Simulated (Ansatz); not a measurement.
Crystal: Au.

```
Au
1.0
     2.74841    0.00000    0.00000
     0.00000    2.74841    0.00000
     0.00000    0.00000    2.74841
Au
1
Cartesian
  1.3742 1.3742 1.3742
```

The cell was built by a generator and needn't be a form met in nature.

Base run:

```yaml
Program: Ansatz 0.2.0
Functional: PBEsol
Potentials_or_basis: Ansatz PAW
Cutoff: 420 eV
Density_cutoff: 1680 eV
k_mesh: 10 × 10 × 10
Occupations: fermi-dirac, width 0.05 eV
Spin: no spin polarisation
```

Its results: band gap on the k mesh none (metal or under the smearing width); pressure -6.3 GPa.

Task: The run is repeated on the same cell with these changes: functional from PBEsol to LDA. What comes out?

Result: Band gap on the k mesh none (metal or under the smearing width); pressure -10.0 GPa.

LDA binds more tightly than PBEsol, so the same cell stands under less pressure.

Caveats: the PAW data sets come from PBE, with cores solved anew for the run's functional, which leaves a small shift of forces and pressure.

Not every run made on this cell is shown here.
